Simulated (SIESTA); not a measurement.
Nb under changes of volume

One of the cells (18.797 Å³/atom); the others are scaled copies at fixed shape and fractional positions:

```
Nb
1.0
    -1.67497    1.67497    1.67497
     1.67497   -1.67497    1.67497
     1.67497    1.67497   -1.67497
Nb
1
Direct
  0.00000 0.00000 0.00000
```

| Quantity | Value |
| --- | --- |
| Program | SIESTA 5.4.2 |
| Functional | PBEsol |
| Potentials or basis | PseudoDojo 0.4 standard (PBEsol files) |
| Basis | DZP (energy shift 0.003 Ry; two zetas on semicore shells) |
| Grid cutoff | 800 Ry |
| Energy shift | 0.003 Ry |
| k mesh | 11 × 11 × 11 |
| Occupations | fermi-dirac, width 0.05 eV |
| Spin | no spin polarisation |

```csv
volume (Å³/atom),energy over the lowest point (meV/atom),pressure (GPa)
17.322,?,?
17.691,0.00,0.7
18.060,2.60,-3.0
18.797,31.75,-9.5
19.165,56.86,-12.3
19.534,88.18,-14.8
```

Problem. What does the run at 17.322 Å³/atom give?

Solution. Energy over the lowest point 6.40 meV/atom; pressure 4.9 GPa.

Worked out: A Birch-Murnaghan fit of order 3 (a polynomial in V^(-2/3)) to the other rows has its minimum at 17.77 Å³/atom with B0 = V·E''(V) = 187 GPa and B' = 3.7. It gives 6.52 meV/atom at 17.322 Å³/atom, against the run's 6.40, and -dE/dV = 4.9 GPa, against 4.9.

Energies are extrapolated to zero smearing.

Caveats: the basis of atomic orbitals isn't converged, which shifts pressures, moduli and gaps.
